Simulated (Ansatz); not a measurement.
NiO under changes of volume

One of the cells (9.076 Å³/atom); the others are scaled copies at fixed shape and fractional positions:

```xyz
2
Lattice="0.0000 2.0859 2.0859 2.0859 0.0000 2.0859 2.0859 2.0859 0.0000" Properties=species:S:1:pos:R:3 pbc="T T T"
Ni    0.0000    0.0000    0.0000
O     2.0859    2.0859    2.0859
```

- Program: Ansatz 0.2.0
- Functional: PBE
- Potentials or basis: Ansatz PAW
- Cutoff: 420 eV (not typed: the program's choice for these potentials)
- k mesh: 11 × 11 × 11
- Occupations: fermi-dirac, width 0.05 eV
- Spin: collinear spin, ferromagnetic start
- Starting moments: [1.0, 0.0] μB

```csv
volume (Å³/atom),energy over the lowest point (meV/atom),pressure (GPa),moment (μB per cell)
8.531,45.64,18.6,1.51
8.713,27.33,13.6,1.57
8.894,14.41,9.4,1.65
9.076,5.61,5.7,1.73
9.257,0.84,2.2,1.78
9.439,0.00,-1.2,1.82
9.620,?,?,?
```

Q: What does the run at 9.620 Å³/atom give?

A: Energy over the lowest point 2.92 meV/atom; pressure -4.2 GPa; moment 1.86 μB per cell.

Worked out: A Birch-Murnaghan fit of order 3 (a polynomial in V^(-2/3)) to the other rows has its minimum at 9.40 Å³/atom with B0 = V·E''(V) = 156 GPa and B' = 4.0. It gives 2.33 meV/atom at 9.620 Å³/atom, against the run's 2.92, and -dE/dV = -3.5 GPa, against -4.2. A parabola through the other rows of the moment, of slope 0.204 μB per Å³/atom there, extrapolates to 1.87 μB, against the run's 1.86.

Energies are extrapolated to zero smearing.

Caveats: a cell with one magnetic atom can't hold antiferromagnetic order, which such compounds often take.
